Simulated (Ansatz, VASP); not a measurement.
Two plane-wave programs on NaF

```
Na F
1.0
     0.00000    2.53126    2.53126
     2.53126    0.00000    2.53126
     2.53126    2.53126    0.00000
Na F
1 1
Direct
  0.00000 0.00000 0.00000
  0.25000 0.25000 0.25000
```

The cell was built by a generator and needn't be a form met in nature.

Alike in both runs: task single point; functional PBE; k mesh 6 × 6 × 6; no spin polarisation.

```csv
,VASP,Ansatz
version,VASP 6.6.1,Ansatz 0.2.0
potentials or method,"VASP PAW PBE potentials, release 64 (Na_pv, F)","plane waves, PAW"
plane-wave cutoff (eV),520,420
occupations,"gaussian, width 0.01 eV",fixed
valence electrons in the cell,14,16
```

Ansatz gave:

```
gap on the k mesh at the Fermi level (eV) : 5.63
pressure (GPa)                            : 2.0
```

Task: What did VASP give for the same quantities?

Result: gap on the k mesh at the Fermi level (eV): 5.61; pressure (GPa): 2.0.

The two sets of potentials don't hold the same shells in valence.
